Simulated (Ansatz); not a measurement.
NiGe:

```
Ge Ni
1.0
     5.38100    0.00000    0.00000
     0.00000    3.42800    0.00000
     0.00000    0.00000    5.81100
Ge Ni
4 4
Direct
  0.31200 0.75000 0.91700
  0.68800 0.25000 0.08300
  0.18800 0.25000 0.41700
  0.81200 0.75000 0.58300
  0.49500 0.75000 0.31000
  0.50500 0.25000 0.69000
  0.00500 0.25000 0.81000
  0.99500 0.75000 0.19000
```

```yaml
Program: Ansatz 0.2.0
Task: relaxation of cell and atoms
Functional: PBEsol
Potentials_or_basis: Ansatz PAW
Cutoff: "420 eV (not typed: the program's choice for these potentials)"
k_mesh: 5 × 8 × 5
Occupations: fermi-dirac, width 0.05 eV
Spin: collinear spin, ferromagnetic start
Starting_moments: "[0.0, 0.0, 0.0, 0.0, 1.0, 1.0, 1.0, 1.0] μB"
```

At the start: volume 13.40 Å³/atom.

How do energy, volume and symmetry change on relaxing?

It ends after 6 steps and the volume is 13.10 Å³/atom (-2.2 %); space group Pnma (No. 62, to 0.05 Å); moment 0.00 μB per cell.

Step by step:
```
step  energy change (eV)  largest force (eV/Å)  volume (Å³)
   1              0.0000                0.1799       107.19
   2             -0.0369                0.1265       105.57
   3             -0.0483                0.0177       104.24
   4             -0.0548                0.0150       104.90
   5             -0.0555                0.0050       104.82
   6             -0.0547                0.0050       104.82
```

Final structure:
```
CELL_PARAMETERS angstrom
5.24901 0.00000 0.00000
0.00000 3.48666 0.00000
0.00000 0.00000 5.72760
ATOMIC_POSITIONS crystal
Ge 0.31120 0.75000 0.90905
Ge 0.68880 0.25000 0.09095
Ge 0.18880 0.25000 0.40905
Ge 0.81120 0.75000 0.59095
Ni 0.49256 0.75000 0.30999
Ni 0.50744 0.25000 0.69001
Ni 0.00744 0.25000 0.80999
Ni 0.99256 0.75000 0.19001
```

Caveat: the plane-wave basis is chosen anew once the cell has moved, so the energies of steps on either side of that aren't comparable; the PAW data sets come from PBE, with cores solved anew for the run's functional, which leaves a small shift of forces and pressure; the starting moments weren't kept.
